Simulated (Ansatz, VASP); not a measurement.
# Ge: VASP beside Ansatz

```xyz
3
Lattice="4.9362 0.0000 0.0000 -2.4681 4.2749 0.0000 0.0000 0.0000 2.8047" Properties=species:S:1:pos:R:3 pbc="T T T"
Ge   -2.4681    4.2749    0.0000
Ge    0.0000    2.8499    1.4024
Ge    2.4681    1.4250    1.4024
```

The cell was built by a generator and needn't be a form met in nature.

Alike in both runs: functional revPBE; k mesh 8 × 8 × 11; occupations fermi-dirac, width 0.1 eV; no spin polarisation.

Ansatz relaxed the structure, and its values are those at the end. VASP's run is a single point on that final structure, the one shown.

|  | VASP | Ansatz |
| --- | --- | --- |
| version | VASP 6.6.1 | Ansatz 0.2.0 |
| potentials or method | VASP PAW PBE potentials, release 64 (Ge_d) | plane waves (420 eV) with PAW, scalar-relativistic |
| plane-wave cutoff (eV) | 520 | 420 |
| valence electrons in the cell | 42 | 42 |

```tsv
	VASP	Ansatz	Ansatz less VASP
pressure (GPa)	0.0	0.0	+0.01
```

Caveats: the PAW data sets were made with another functional, which shifts forces and pressure a little (VASP).
